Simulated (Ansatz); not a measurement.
# MoS2: the cost of one run

Method: DFT PBE+D3(BJ), scalar-relativistic, plane waves, PAW, in Ansatz 0.2.0.

The COD entry's cell or inner coordinates are ideal or old and differ from later refinements, so a difference from it is no clean test against experiment.

9 further runs of the same task are left out: 9 set aside as unsound or not needed. Runs told in other sessions of the task aren't counted.

## (1) The structure to begin with

The structure is trigonal, space group R-3m (No. 166). Conventional cell: a = 3.134 Å, b = 3.134 Å, c = 17.865 Å, α = 90.00°, β = 90.00°, γ = 120.00°. Mo (site symmetry -3m) has 6 S at 2.42 Å in its first shell of neighbours. Around S (site symmetry 3m) lie 3 Mo at 2.42 Å.

As a file:

```
CELL_PARAMETERS angstrom
1.56712 0.90477 5.95499
-1.56712 0.90477 5.95499
0.00000 -1.80955 5.95499
ATOMIC_POSITIONS crystal
Mo 0.00000 0.00000 0.00000
S 0.75637 0.75637 0.75637
S 0.24363 0.24363 0.24363
```

It is the result of an earlier relaxation at this level (volume 16.89 Å³/atom; gap on the mesh: none (metal)).

## (4) Setting up the map

The energy is mapped over two normal modes frozen in (zone-centre modes of the cell shown).

First coordinate, amplitude of mode 4 (228 cm⁻¹), largest displacement: 7 values from −0.171 Å. Second coordinate, amplitude of mode 5 (228 cm⁻¹), largest displacement: 7 values from −0.171 Å.

Nothing else is relaxed (the cell and all other modes fixed). Energies count from the relaxed high-symmetry cell. Points are written as (first, second).

The patterns, per unit of each coordinate (Å):

```csv
atom,x1,y1,z1,x2,y2,z2
Mo1,-0.668,0.000,0.000,0.000,-0.668,0.000
S2,1.000,0.000,0.000,0.000,1.000,0.000
S3,1.000,0.000,0.000,0.000,1.000,0.000
```

(The set-up runs are not shown.)

## (5) Grid point (−0.057 Å, −0.057 Å)

input.yaml reads:

```yaml
crystal:
  lattice:
    - [1.5671157387, 0.9047746936, 5.9549887142]
    - [-1.5671157387, 0.9047746936, 5.9549887142]
    - [0.0, -1.8095493872, 5.9549887142]
  atoms:
    - { symbol: Mo, position: [0.0191699273, -0.0051365665, -0.0140333608] }
    - { symbol: S, position: [0.7276843198, 0.7640568726, 0.777370151] }
    - { symbol: S, position: [0.2149434242, 0.251315977, 0.2646292554] }
basis:
  ecutwfc: 420
kpoints:
  mp_grid: { grid: [15, 15, 15] }
hamiltonian:
  xc: pbe
  pseudopotentials: { kind: paw, azcp: { folder: soft_1 } }
  dispersion: d3bj
scf:
  occupations: { method: gaussian, width: 0.15 }
output:
  forces: true
  stress: true
  eigenvalues: true
```

Launch:

```
$ ansatz run input.yaml --threads 2 --pin off --max-ram 4096MiB --backend cpu --events-out ev --progress --plain --runs-dir out
```

Q: Estimate wall time and peak memory on 2 threads of Arm Neoverse N1, shared host.

About 2 min, with a peak of 1.6 GiB.
